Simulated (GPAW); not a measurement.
Runs of GPAW 26.7.0 on Ge. Symmetry: Fd-3m, No. 227, cubic system. Conventional cell: a = 5.658 Å, b = 5.658 Å, c = 5.658 Å, α = 90.00°, β = 90.00°, γ = 90.00°. Ge (site symmetry -43m) is surrounded by 4 Ge at 2.45 Å. 

```csv
task,level,potentials or basis,cell,k mesh,cutoff (eV),smearing,response ecut,maxiter,response k mesh,response bands,kernels,gap on the mesh (eV),pressure (GPa),relaxed volume (Å³/atom)
dielectric tensor,PBEsol,"PAW data sets generated in the run's folder for this functional, pw",as given,7 × 7 × 7,450,fermi-dirac 0.001 eV,80 eV,150,21 × 21 × 21,24,["RPA"],0.04,-,-
dielectric tensor,LDA,"the program's PAW data sets (release 1.2.1) made for this functional, pw",as given,7 × 7 × 7,450,fermi-dirac 0.001 eV,80 eV,150,21 × 21 × 21,24,["RPA"],none,-,-
relaxation of cell and atoms,PBEsol+D3(BJ)+ATM,"PAW data sets generated in the run's folder for this functional, pw",relaxed,8 × 8 × 8,600,fermi-dirac 0.05 eV,-,150,-,-,-,(c),0.0,22.40
relaxation of cell and atoms,PBEsol+D3(BJ),"PAW data sets generated in the run's folder for this functional, pw",relaxed,8 × 8 × 8,600,fermi-dirac 0.05 eV,-,150,-,-,-,(b),0.0,22.34
dielectric tensor,AM05,"PAW data sets generated in the run's folder for this functional, pw",as given,7 × 7 × 7,450,fermi-dirac 0.001 eV,80 eV,150,21 × 21 × 21,24,["RPA"],0.08,-,-
dielectric tensor,PBE,"GPAW PAW data sets (gpaw-data 1.2.1), pw",as given,7 × 7 × 7,450,fermi-dirac 0.001 eV,80 eV,150,21 × 21 × 21,24,["RPA"],0.09,-,-
relaxation of cell and atoms,PBEsol+D3,"PAW data sets generated in the run's folder for this functional, pw",relaxed,8 × 8 × 8,600,fermi-dirac 0.05 eV,-,150,-,-,-,none,0.0,(a)
single point,PBE,"GPAW PAW data sets (gpaw-data 1.2.1), pw",as given,7 × 7 × 7,450,fermi-dirac 0.05 eV,-,120,-,-,-,0.09,3.9,-
```

Alike in all rows: no spin polarisation.

Problem. Fill in the values left out.

Solution. (a) 22.71; (b) 0.17; (c) 0.14.

Caveats: the long-wavelength limit can be off by a per cent or two (some runs); an odd mesh through Γ misses points on the zone boundary, where band edges often lie (some runs); the gap is small at this level, which inflates the dielectric constant (some runs); later steps reuse the first step's grids (some runs); pairwise dispersion overbinds metals, which lowers pressure and volume (some runs); the cutoff is short for stress and forces, so pressures can be off by a GPa or more (some runs).

A k mesh can miss the band edges, and the runs leave out spin-orbit coupling on Ge.

A gap of «none» marks a metal or a gap under the smearing width.
